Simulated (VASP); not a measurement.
HfO2:

```
Hf O
1.0
     5.11800    0.00000    0.00000
     0.00000    5.18570    0.00000
    -0.85866    0.00000    5.21387
Hf O
4 8
Direct
  0.27550 0.46030 0.70800
  0.72450 0.96030 0.79200
  0.72450 0.53970 0.29200
  0.27550 0.03970 0.20800
  0.07420 0.16840 0.84670
  0.92580 0.66840 0.65330
  0.92580 0.83160 0.15330
  0.07420 0.33160 0.34670
  0.44870 0.74190 0.98010
  0.55130 0.24190 0.51990
  0.55130 0.25810 0.01990
  0.44870 0.75810 0.48010
```

| Property | Result |
| --- | --- |
| Program | VASP 6.6.1 |
| Task | single point |
| Functional | PBE |
| Potentials or basis | VASP PAW PBE potentials, release 64 (Hf_pv, O) |
| Cutoff | 520 eV |
| k mesh | 5 × 5 × 5 |
| Occupations | fermi-dirac, width 0.05 eV |
| Spin | no spin polarisation |

On this cell: pressure 2.7 GPa; largest force 0.458 eV/Å; band gap on the k mesh 4.16 eV, indirect (least direct gap 4.23 eV).

The same run follows on a disturbed copy (atoms moved at random, drawn with an rms of 0.05 Å):

```xyz
12
Lattice="5.1180 0.0000 0.0000 0.0000 5.1857 0.0000 -0.8587 0.0000 5.2139" Properties=species:S:1:pos:R:3 pbc="T T T"
Hf    0.8233    2.4205    3.6837
Hf    3.0625    5.0111    4.1353
Hf    3.4673    2.8627    1.5387
Hf    1.2957    0.1812    1.0650
O    -0.3863    0.9019    4.3962
O     4.2027    3.4641    3.3900
O     4.6340    4.3828    0.8184
O     0.0234    1.7049    1.7962
O     1.4864    3.8504    5.1190
O     2.3785    1.2348    2.7072
O     2.7685    1.3180    0.0585
O     1.8476    4.0072    2.5211
```

Q: What does the disturbed cell give?

A: The energy moves by +18.0 meV/atom; pressure 2.9 GPa; largest force 1.782 eV/Å; band gap on the k mesh 3.91 eV, indirect (least direct gap 3.99 eV).

Forces on the atoms (eV/Å):
```
Hf  -0.204 -1.160 -0.380
Hf  -0.247  0.203 -0.081
Hf   0.344 -1.094 -0.241
Hf  -0.928  1.512  0.166
O    0.308  0.130 -0.074
O   -0.195  0.327  0.357
O   -0.169 -0.579  0.040
O    0.410  0.293 -0.066
O   -0.214 -0.061  0.056
O   -0.044  0.990 -0.322
O    0.492  0.632  0.453
O    0.448 -1.192  0.092
```

Stress tensor (GPa, compression positive):
```
 2.53  1.11 -0.13
 1.11  2.62 -0.90
-0.13 -0.90  3.60
```

Caveats: spin-orbit coupling is left out, which moves the levels of the heavy elements; an odd mesh through Γ misses points on the zone boundary, where band edges often lie.
